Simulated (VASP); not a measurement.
VASP 6.6.1 run: CO$_{2}$

INCAR

```
ISIF = 2
EDIFF = 1E-7
LASPH = .TRUE.
IBRION = -1
LCHARG = .FALSE.
ISMEAR = -1
ENCUT = 520
LWAVE = .FALSE.
NELM = 51
LREAL = .FALSE.
NSW = 0
PREC = Accurate
GGA = PE
SIGMA = 0.02
NBANDS = 20
```

KPOINTS

```
KPOINTS created by Atomic Simulation Environment
0
Gamma
3 3 3
0 0 0
```

POSCAR

```
C  O
 1.0000000000000000
     3.9678365154000002    0.0000000000000000    0.0000000000000000
     0.0000000000000000    3.9678365154000002    0.0000000000000000
     0.0000000000000000    0.0000000000000000    4.3582814193999999
 C   O
   2   4
Cartesian
  1.9839182577000001  1.9839182577000001  2.1791407097000004
 -0.0000000000000000  0.0000000000000000  0.0000000000000000
  1.1645879358292557  2.8032485795707451  2.1791407097000004
  2.8032485795707451  1.1645879358292557  2.1791407097000004
  0.8193303218707445  0.8193303218707445  0.0000000000000000
  3.1485061935292551  3.1485061935292551  0.0000000000000000
```

The recommended PBE PAW datasets give the neutral cell 32 valence electrons.

Command

```
mpirun -np 1 vasp_std
```

Task: How does this run end, and what does it give?

Result: It converged. Results: gap between bands v and c on the k mesh 7.02 eV; least direct gap on the k mesh 7.52 eV; pressure 11.4 GPa; largest force 1.42 eV/Å. Band v is the last that the valence electrons fill when counted band by band, and c is the next.

OSZICAR

```
N       E                     dE             d eps       ncg     rms          rms(c)
DAV:   1     0.187523009771E+03    0.18752E+03   -0.18171E+04   240   0.152E+03
DAV:   2    -0.381819807581E+02   -0.22570E+03   -0.22054E+03   344   0.333E+02
DAV:   3    -0.486862136644E+02   -0.10504E+02   -0.10449E+02   276   0.762E+01
DAV:   4    -0.488044849155E+02   -0.11827E+00   -0.11796E+00   300   0.899E+00
DAV:   5    -0.488067357393E+02   -0.22508E-02   -0.22454E-02   264   0.118E+00    0.138E+01
DAV:   6    -0.458300501709E+02    0.29767E+01   -0.10677E+01   264   0.246E+01    0.610E+00
DAV:   7    -0.456205836153E+02    0.20947E+00   -0.39500E-01   284   0.537E+00    0.350E+00
DAV:   8    -0.455702731089E+02    0.50311E-01   -0.32543E-01   256   0.423E+00    0.825E-01
DAV:   9    -0.455646421723E+02    0.56309E-02   -0.39312E-02   272   0.159E+00    0.325E-01
DAV:  10    -0.455647150733E+02   -0.72901E-04   -0.33667E-03   284   0.528E-01    0.481E-02
DAV:  11    -0.455648424233E+02   -0.12735E-03   -0.26745E-04   272   0.131E-01    0.189E-02
DAV:  12    -0.455648540968E+02   -0.11673E-04   -0.32155E-05   276   0.421E-02    0.528E-03
DAV:  13    -0.455648543909E+02   -0.29407E-06   -0.16892E-06   284   0.118E-02    0.145E-03
DAV:  14    -0.455648545390E+02   -0.14813E-06   -0.30320E-07   272   0.453E-03    0.306E-04
DAV:  15    -0.455648545377E+02    0.13174E-08   -0.17724E-08   168   0.114E-03
   1 F= -.45564855E+02 E0= -.45564855E+02  d E =-.109034E-11
```

These settings aren't sound, so the numbers aren't properties of the crystal.

On sound settings PBE gives a gap of 6.82 eV on its mesh and a pressure of 11.4 GPa for the intended cell.
